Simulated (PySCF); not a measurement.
## Telling isomers of C₇H₈ apart by NMR

Equivalent nuclei averaged, no solvent model, non-relativistic Hamiltonian, single conformer. σ from GIAO-PBE0/pcSseg-1; structure optimised with PBE0-D3(BJ)/def2-SVP; B3LYP/pcJ-1 coupling constants (spin–dipole term left out of most H,H and C,H couplings); PySCF.

Chemical shifts δ = σref − σ; ¹H (31.27 ppm) and ¹³C (184.41 ppm) against TMS, all at this level. Multiplet labels drop J under 1 Hz and among equivalent protons, and merge close values. Unscaled 3J(H,H) run several per cent high. Shifts are as computed. Against solution values, carbons near 30 ppm lie about +2 ppm off and those near 130 ppm about +5 ppm. Of 1211 compounds with measured shifts, 218 miss one by over three times the rms of a fit or turn the order of signals round; such compounds aren't used in these exercises.

(1) Tabulate the signals of `C[C@@]12C=C[C@H]3[C@@H]1[C@H]32`, `C1=C[C@H]2C=C[C@@H]1C2` and their relative energies.

(2) What is the quickest way to tell C[C@@]12C=C[C@H]3[C@@H]1[C@H]32 from C1=C[C@H]2C=C[C@@H]1C2?

## Answers

(1) 
| SMILES | carbon types | δC | δH | E rel. (kcal/mol) |
| --- | --- | --- | --- | --- |
| C[C@@]12C=C[C@H]3[C@@H]1[C@H]32 | 1×C 5×CH 1×CH3 | 144.1, 143.7, 55.9, 45.6, 35.9, 14.1 | 6.22 (dd, 1H), 5.95 (dd, 1H), 3.78 (d, 2H), 1.47 (quint, 1H), 1.16 (s, 3H) | 21.7 |
| C1=C[C@H]2C=C[C@@H]1C2 | 6×CH 1×CH2 | 154.3, 81.3, 53.8 | 7.09 (m, 4H), 3.36 (m, 2H), 1.97 (t, 2H) | 0.0 |

Energies are electronic energies at PBE0/pcSseg-1 on these geometries, without zero-point or thermal terms, each for the one conformer computed, which needn't be the lowest.

(2) Count the carbon signals: 6 against 3. The first has a three-membered-ring carbon (C) at 45.6 ppm, the second an sp3 CH2 in a ring at 81.3 ppm. Their most deshielded carbons lie at 144.1 and 154.3 ppm. In the proton spectra the most deshielded non-exchanging signals are 6.22 (dd, J = 6.4, 1.5 Hz, 1H) and 7.09 (m, 4H).
